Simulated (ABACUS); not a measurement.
# ZrB2 (P6/mmm) in ABACUS: a series of runs

Aim: see how the results for ZrB2 move with the level of theory and the settings. Levels: HLE16, BP86. Tasks: single point, relaxation of cell and atoms.

All numbers are computed with ABACUS 3.10.1; they aren't measurements. Logs are shortened: lines on timing, memory, paths and dates and some standing lists are left out, and cuts for length are marked.

**1. Starting point**

Symmetry: P6/mmm, No. 191, hexagonal system. Conventional cell: a = 3.170 Å, b = 3.170 Å, c = 3.533 Å, α = 90.00°, β = 90.00°, γ = 120.00°. Zr (site symmetry 6/mmm) has 12 B at 2.54 Å as nearest neighbours. B (site symmetry -6m2) has 3 B at 1.83 Å as nearest neighbours.

**2. Single point, HLE16**

File INPUT:

```
INPUT_PARAMETERS
suffix              ZrB2
calculation         scf
basis_type          pw
pseudo_dir          ./
latname             hexagonal
symmetry            1
dft_functional      GGA_XC_HLE16
ecutwfc             76
pseudo_rcut         7
nspin               1
nbands              19
ks_solver           dav
smearing_method     fd
smearing_sigma      0.00367493
scf_thr             1e-08
scf_nmax            100
mixing_type         broyden
mixing_beta         0.7
cal_force           1
cal_stress          1
out_chg             1
kpar                4
```

File STRU:

```
ATOMIC_SPECIES
Zr 91.2240 Zr.upf
B 10.8100 B.upf

LATTICE_CONSTANT
5.9904318151

LATTICE_PARAMETERS
1.1145110410

ATOMIC_POSITIONS
Direct

Zr
0.0
1
0.0000000000 0.0000000000 0.0000000000 1 1 1

B
0.0
2
0.6666666667 0.3333333333 0.5000000000 1 1 1
0.3333333333 0.6666666667 0.5000000000 1 1 1
```

File KPT:

```
K_POINTS
0
Gamma
8 8 6 0 0 0
```

Potentials or basis: PseudoDojo NC SR 0.5 PBE standard, plane waves.

On the command line:

```sh
$ OMP_NUM_THREADS=1 mpirun -np 4 abacus > log
```

running log:

```text
ABACUS v3.10.1

               Atomic-orbital Based Ab-initio Computation at UStc

 ------------------------------------------------------------------------------------

 READING GENERAL INFORMATION
                           global_out_dir = OUT.ZrB2/
                           global_in_card = INPUT
                               pseudo_dir = ./
                              orbital_dir =
                                    DSIZE = 4
                                    GSIZE = 1

 READING UNITCELL INFORMATION
                                    ntype = 2
                  lattice constant (Bohr) = 5.99043
              lattice constant (Angstrom) = 3.17

 READING ATOM TYPE 1
                               atom label = Zr
                      L=0, number of zeta = 1
                      L=1, number of zeta = 1
                      L=2, number of zeta = 1
             number of atom for this type = 1

 READING ATOM TYPE 2
                               atom label = B
                      L=0, number of zeta = 1
                      L=1, number of zeta = 1
                      L=2, number of zeta = 1
             number of atom for this type = 2

                        TOTAL ATOM NUMBER = 3
DIRECT COORDINATES
    atom                   x                   y                   z     mag                  vx                  vy                  vz
taud_Zr1            0.0000000000        0.0000000000        0.0000000000  0.0000        0.0000000000        0.0000000000        0.0000000000
taud_B1            0.6666666667        0.3333333333        0.5000000000  0.0000        0.0000000000        0.0000000000        0.0000000000
taud_B2            0.3333333333        0.6666666667        0.5000000000  0.0000        0.0000000000        0.0000000000        0.0000000000

                          Volume (Bohr^3) = 207.486
                             Volume (A^3) = 30.7463

 Lattice vectors: (Cartesian coordinate: in unit of a_0)
                   +1                  +0                  +0
                 -0.5           +0.866025                  +0
                   +0                  +0            +1.11451
 Reciprocal vectors: (Cartesian coordinate: in unit of 2 pi/a_0)
                   +1            +0.57735                  -0
                   -0             +1.1547                  -0
                   +0                  -0           +0.897254
 The esolver type has been set to : ksdft_pw

                PAO radial cut off (Bohr) = 7

 Read in pseudopotential file is Zr.upf
                     pseudopotential type = NC
          exchange-correlation functional = PBE
                 nonlocal core correction = 1
                        valence electrons = 12
                                     lmax = 2
                           number of zeta = 4
                     number of projectors = 6
                           L of projector = 0
                           L of projector = 0
                           L of projector = 1
                           L of projector = 1
                           L of projector = 2
                           L of projector = 2
 XC functional updated to : GGA_XC_HLE16
          exchange-correlation functional = GGA_XC_HLE16
                PAO radial cut off (Bohr) = 7

 Read in pseudopotential file is B.upf
                     pseudopotential type = NC
          exchange-correlation functional = PBE
                 nonlocal core correction = 1
                        valence electrons = 3
                                     lmax = 1
                           number of zeta = 2
                     number of projectors = 4
                           L of projector = 0
                           L of projector = 0
                           L of projector = 1
                           L of projector = 1
 XC functional updated to : GGA_XC_HLE16
          exchange-correlation functional = GGA_XC_HLE16
     initial pseudo atomic orbital number = 18

 SETUP THE ELECTRONS NUMBER
            electron number of element Zr = 12
      total electron number of element Zr = 12
             electron number of element B = 3
       total electron number of element B = 6
            AUTOSET number of electrons:  = 18
                           occupied bands = 9
                                   NBANDS = 19
                                   NLOCAL = 27

%%%%%%%%%%%%%%%%%%%%%%%%%%%%%%%%%%%%%%%%%%%%%%%%%%%%%%%%%%%%%%%%%%%%%%%%%%%%%%%%%%%%%%%%%%%%%%%%%%%%%%%%%%
 Warning: the number of valence electrons in pseudopotential > 4 for Zr: [Kr] 4d2 5s2
 Pseudopotentials with additional electrons can yield (more) accurate outcomes, but may be less efficient.
 If you're confident that your chosen pseudopotential is appropriate, you can safely ignore this warning.
%%%%%%%%%%%%%%%%%%%%%%%%%%%%%%%%%%%%%%%%%%%%%%%%%%%%%%%%%%%%%%%%%%%%%%%%%%%%%%%%%%%%%%%%%%%%%%%%%%%%%%%%%%

 SETUP THE PLANE WAVE BASIS
 energy cutoff for charge/potential (unit:Ry) = 304
            fft grid for charge/potential = [ 36, 36, 40 ]
[... 76 lines left out ...]
(for reciprocal lattice: )
                             BRAVAIS TYPE = 4
                     BRAVAIS LATTICE NAME = 04. Hexagonal cell
                                    ibrav = 4
                       right hand lattice = 1
(for k-lattice: )
                             BRAVAIS TYPE = 4
                     BRAVAIS LATTICE NAME = 04. Hexagonal cell
                                    ibrav = 4
                       right hand lattice = 1
                        ROTATION MATRICES = 24
                               nkstot_ibz = 40
K-POINTS REDUCTION ACCORDING TO SYMMETRY
     IBZ    DIRECT_X    DIRECT_Y    DIRECT_Z  WEIGHT  ibz2bz
       1  0.00000000  0.00000000  0.00000000  0.0026       0
       2 -0.12500000  0.12500000  0.00000000  0.0156       1
       3 -0.25000000  0.25000000  0.00000000  0.0156       2
       4 -0.37500000  0.37500000  0.00000000  0.0156       3
       5  0.50000000  0.50000000  0.00000000  0.0078       4
       6 -0.12500000  0.25000000  0.00000000  0.0156       9
[... 22 lines left out ...]
      29  0.50000000  0.25000000  0.33333333  0.0312     146
      30  0.37500000  0.37500000  0.33333333  0.0312     147
[... 10 further k points ...]

                               nkstot now = 40
[... K-POINTS DIRECT COORDINATES: 40 rows ...]

           k-point number in this process = 10
       minimum distributed K point number = 10
[... stars of the k points ...]

[... K-POINTS CARTESIAN COORDINATES: 10 rows ...]

[... K-POINTS DIRECT COORDINATES: 10 rows ...]

 SETUP PLANE WAVES FOR WAVE FUNCTIONS
     energy cutoff for wavefunc (unit:Ry) = 76
              fft grid for wave functions = [ 36, 36, 40 ]
                    number of plane waves = 3273
                         number of sticks = 241

 PARALLEL PW FOR WAVE FUNCTIONS
     PROC   COLUMNS(POT)             PW
        1            241           3273
 --------------- sum -------------------
        1            241           3273

 SETUP NONLOCAL PSEUDOPOTENTIALS IN PLANE WAVE BASIS
 Zr non-local projectors:
 projector 1 L=0
 projector 2 L=0
 projector 3 L=1
 projector 4 L=1
 projector 5 L=2
 projector 6 L=2
 B non-local projectors:
 projector 1 L=0
 projector 2 L=0
 projector 3 L=1
 projector 4 L=1
      TOTAL NUMBER OF NONLOCAL PROJECTORS = 34

 Init Non-Local PseudoPotential table :
 Init Non-Local-Pseudopotential done.

                                     npwx = 2334

 Make real space PAO into reciprocal space.
       max mesh points in Pseudopotential = 701
     dq(describe PAO in reciprocal space) = 0.01
                                    max q = 1050

 number of pseudo atomic orbitals for Zr is 4
WARNING: norm of atomic wavefunction # 3 of atomic type Zr is 0.998037, renormalized
WARNING: norm of atomic wavefunction # 4 of atomic type Zr is 0.987662, renormalized

 number of pseudo atomic orbitals for B is 2
WARNING: norm of atomic wavefunction # 1 of atomic type B is 0.999868, renormalized
WARNING: norm of atomic wavefunction # 2 of atomic type B is 0.997328, renormalized

 -------------------------------------------
 SELF-CONSISTENT
 -------------------------------------------
                                 init_chg = atomic

 PW ALGORITHM --------------- ION=   1  ELEC=   1--------------------------------
 Notice: Threshold on eigenvalues was too large.
 hsover_error=0.18 > DRHO=0.17693
 Origin diag ethr = 0.01
 New diag ethr = 0.000982946

 Density error is 0.176644203092
                          Error Threshold = 0.000982945504141
----------------------------------------------------------
     Energy           Rydberg                 eV
----------------------------------------------------------
 E_KohnSham     -118.8963513170      -1617.6678493212
 E_Harris       -120.1100754366      -1634.1814131475
 E_Fermi        0.9510268308         12.9393838492
----------------------------------------------------------
[... 63 lines left out ...]
 Density error is 2.79423710116e-09
                          Error Threshold = 1.88547582943e-10
----------------------------------------------------------
     Energy           Rydberg                 eV
----------------------------------------------------------
 E_KohnSham     -118.9465718551      -1618.3511347964
 E_KS(sigma->0) -118.9464841096      -1618.3499409565
 E_Harris       -118.9465852057      -1618.3513164400
 E_band         -6.5500203728        -89.1175990861
 E_one_elec     -4.4219885763        -60.1642411286
 E_Hartree      13.1735831295        179.2357936377
 E_xc           -31.1072029484       -423.2352089410
 E_Ewald        -96.5907879687       -1314.1850906847
 E_entropy(-TS) -0.0001754912        -0.0023876798
 E_descf        0.0000000000         0.0000000000
 E_exx          0.0000000000         0.0000000000
 E_Fermi        0.9529819271         12.9659842989
----------------------------------------------------------

 charge density convergence is achieved
 final etot is -1618.3511348 eV
 EFERMI = 12.965984299 eV

 STATE ENERGY(eV) AND OCCUPATIONS    NSPIN == 1
 1/10 kpoint (Cartesian) = 0.0000 0.0000 0.0000 (2329 pws)
       1       -37.4642     0.00520833
       2       -15.2138     0.00520833
       3       -14.7285     0.00520833
       4       -14.7285     0.00520833
       5       0.150957     0.00520833
       6        10.2061     0.00520833
[... 104 lines left out ...]
       6        8.30567      0.0312500
[... 11 lines left out ...]
      18        23.1032        0.00000
      19        30.3356        0.00000

[... levels at 4 further k points ...]

------------------------------------------------------------------------------------------
 TOTAL-FORCE (eV/Angstrom)
------------------------------------------------------------------------------------------
                       Zr1         0.0000000000         0.0000000000         0.0000000000
                        B1         0.0000000000         0.0000000000         0.0000000000
                        B2         0.0000000000         0.0000000000         0.0000000000
------------------------------------------------------------------------------------------

----------------------------------------------------------------
 TOTAL-STRESS (KBAR)
----------------------------------------------------------------
      -521.0737875632        -0.0000000000         0.0000000000
         0.0000000000      -521.0737875632        -0.0000000000
         0.0000000000         0.0000000000      -466.5648403340
----------------------------------------------------------------
 TOTAL-PRESSURE: -502.904138 KBAR

 --------------------------------------------
 !FINAL_ETOT_IS -1618.3511347964065408 eV
 --------------------------------------------
```

It took 4.5 s on 4 MPI ranks of AMD EPYC 9R45 (Zen 5), shared host; peak memory 0.32 GiB.

What came out:

- Free energy: -1618.3511 eV
- Pressure: -50.3 GPa
- Band gap on the k mesh: none (metal or under the smearing width)

Levels at points of the mesh, in eV from the Fermi level:
```tsv
k point	band 6	band 7	band 8	band 9	band 10	band 11	band 12	band 13
(0.00, 0.00, 0.00)	-2.76	-2.76	-2.57	-2.49	2.95	2.95	3.80	3.80
(0.50, 0.50, 0.00)	-8.73	-3.94	-3.24	-2.69	1.96	2.20	4.41	4.56
(0.00, 0.00, 0.50)	-6.94	-1.12	-1.12	0.13	0.13	0.58	0.58	1.56
(0.50, 0.50, 0.50)	-7.20	-4.74	-4.11	-2.20	3.35	4.08	4.73	5.66
```

Caveat: the cell as given lies far from equilibrium; the potentials were made for a functional far from this one; so large a pressure means that the cell lies far from this level's equilibrium, or that cutoff or potentials fall short; the potentials were made for another functional, which shifts forces and pressure.

**3. Single point, BP86**

File run_abacus.py:

```python
"""ABACUS run from a structure file: ASE reads it, the script writes STRU, KPT and INPUT."""
import re
import subprocess
from ase.io import read
from ase.units import Bohr

atoms = read("POSCAR")
atoms = atoms[(-atoms.numbers).argsort(kind="stable")]  # ABACUS lists atoms element by element
pseudo = {'Zr': 'zr_pbe_v1.uspp.F.UPF', 'B': 'b_pbe_v1.4.uspp.F.UPF'}
orbital = {}
magmoms = None
kmesh = [8, 8, 6]
params = {
    'suffix': 'ZrB2',
    'calculation': 'scf',
    'basis_type': 'pw',
    'pseudo_dir': './',
    'symmetry': 1,
    'dft_functional': 'GGA_X_B88+GGA_C_P86',
    'ecutwfc': 40,
    'pseudo_rcut': 10,
    'nspin': 1,
    'nbands': 19,
    'ks_solver': 'dav',
    'smearing_method': 'fd',
    'smearing_sigma': 0.00367493,
    'scf_thr': 1e-08,
    'scf_nmax': 100,
    'mixing_type': 'broyden',
    'mixing_beta': 0.7,
    'cal_force': 1,
    'cal_stress': 1,
    'ecutrho': 320,
    'out_chg': 1,
    'out_pot': 2,
    'out_elf': 0,
    'kpar': 4,
}

symbols = atoms.get_chemical_symbols()
elements = list(dict.fromkeys(symbols))
lines = ["ATOMIC_SPECIES"] + [f"{e} {atoms.get_masses()[symbols.index(e)]:.4f} {pseudo[e]}" for e in elements]
if orbital:
    lines += ["", "NUMERICAL_ORBITAL"] + [orbital[e] for e in elements]
lines += ["", "LATTICE_CONSTANT", f"{1 / Bohr:.10f}", "", "LATTICE_VECTORS"]
lines += [" ".join(f"{x:.10f}" for x in v) for v in atoms.cell]
lines += ["", "ATOMIC_POSITIONS", "Direct"]
for e in elements:
    lines += ["", e, "0.0", str(symbols.count(e))]
    for i, p in enumerate(atoms.get_scaled_positions(wrap=False)):
        if symbols[i] == e:
            mag = "" if magmoms is None else " mag " + " ".join(str(x) for x in (magmoms[i] if isinstance(magmoms[i], list) else [magmoms[i]]))
            lines.append(" ".join(f"{x:.10f}" for x in p) + " 1 1 1" + mag)
open("STRU", "w").write("\n".join(lines) + "\n")
open("KPT", "w").write("K_POINTS\n0\nGamma\n%d %d %d 0 0 0\n" % tuple(kmesh))
open("INPUT", "w").write("INPUT_PARAMETERS\n" + "".join(f"{k:<20s}{v}\n" for k, v in params.items()))

done = subprocess.run(['mpirun', '-np', '4', 'abacus'])
if done.returncode:
    raise SystemExit(done.returncode)
log = open("OUT.ZrB2/running_scf.log").read()
print("final energy (eV):", re.findall(r"FINAL_ETOT_IS (\S+)", log))
```

File POSCAR:

```
ZrB2
1.0
    3.1700000000      0.0000000000      0.0000000000
   -1.5850000000      2.7453005300      0.0000000000
    0.0000000000      0.0000000000      3.5330000000
Zr B
1 2
Direct
    0.0000000000      0.0000000000      0.0000000000
    0.6666666667      0.3333333333      0.5000000000
    0.3333333333      0.6666666667      0.5000000000
```

Potentials or basis: GBRV ultrasoft 1.5 PBE, plane waves.

On the command line:

```sh
$ OMP_NUM_THREADS=1 python run_abacus.py > log
```

Wall time 5.8 s (4 MPI ranks of Intel Xeon 6975P-C (Granite Rapids), shared host); peak memory 0.56 GiB.

Results (log left out):

| Quantity | Value |
| --- | --- |
| Free energy | -1528.0548 eV |
| Pressure | 1.4 GPa |
| Band gap on the k mesh | none (metal or under the smearing width) |

Stress tensor (GPa, compression positive):
```
0.81 0.00 0.00
0.00 0.81 0.00
0.00 0.00 2.71
```

Levels at points of the mesh, in eV from the Fermi level:
| k point | band 5 | band 6 | band 7 | band 8 | band 9 | band 10 | band 11 | band 12 | band 13 |
| --- | --- | --- | --- | --- | --- | --- | --- | --- | --- |
| (0.00, 0.00, 0.00) | -12.81 | -2.78 | -2.78 | -2.68 | -2.46 | 3.23 | 3.23 | 3.99 | 3.99 |
| (0.50, 0.50, 0.00) | -9.05 | -8.62 | -4.02 | -3.19 | -2.78 | 2.10 | 2.15 | 4.73 | 4.81 |
| (0.00, 0.00, 0.50) | -10.80 | -7.04 | -1.12 | -1.12 | 0.20 | 0.20 | 0.63 | 0.63 | 1.67 |
| (0.50, 0.50, 0.50) | -10.04 | -7.10 | -4.74 | -4.23 | -2.09 | 3.57 | 4.01 | 5.10 | 6.04 |

Caveat: the potentials were made for another functional, which shifts forces and pressure.

(Part 1 of 2 ends here.)
